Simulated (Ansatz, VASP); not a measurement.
**BN: VASP and Ansatz over several settings**

```
CELL_PARAMETERS angstrom
2.55394 0.00000 0.00000
-1.27697 2.21178 0.00000
0.00000 0.00000 4.22685
ATOMIC_POSITIONS crystal
N 0.33333 0.66667 0.12528
N 0.66667 0.33333 0.62528
B 0.33333 0.66667 0.49972
B 0.66667 0.33333 0.99972
```

Measurements of this composition are mostly on another form, of space group No. 194.

Single points on this cell with VASP 6.6.1 and Ansatz 0.2.0. Each row is one pair of runs. Alike in all rows: spin: off; smearing: fermi-dirac, width 0.05 eV; VASP's potentials, cutoff: VASP PAW PBE potentials, release 64 (N, B), 520 eV; Ansatz's potentials, cutoff: Ansatz PAW, 420 eV.

| level | k mesh | gap on the k mesh at the Fermi level (eV), VASP | gap on the k mesh at the Fermi level (eV), Ansatz | least direct gap on the mesh (eV), VASP | least direct gap on the mesh (eV), Ansatz | pressure (GPa), VASP | pressure (GPa), Ansatz |
| --- | --- | --- | --- | --- | --- | --- | --- |
| PBE | 12 × 12 × 6 | 5.20 | ? | 8.23 | ? | 0.2 | ? |
| PBE | 9 × 9 × 5 | 5.20 | 5.21 | 8.22 | 8.23 | 0.2 | 0.0 |
| PBEsol | 12 × 12 × 6 | 4.97 | 4.99 | 8.15 | 8.15 | -5.4 | -5.9 |

Question: Fill in what Ansatz gave in row 1.

Answer: gap on the k mesh at the Fermi level (eV): 5.21; least direct gap on the mesh (eV): 8.24; pressure (GPa): 0.0.

Caveats: an odd mesh through Γ misses points on the zone boundary, where band edges often lie (VASP); the PAW data sets were made with another functional, which shifts forces and pressure a little (VASP); the pressure holds a Pulay correction of +1.1 GPa for the finite cutoff (Ansatz); odd divisions of the mesh miss points on the zone boundary, where band edges often lie, so the gap on the mesh can be too wide (Ansatz); the PAW data sets come from PBE, with cores solved anew for the run's functional, which leaves a small shift of forces and pressure (Ansatz).
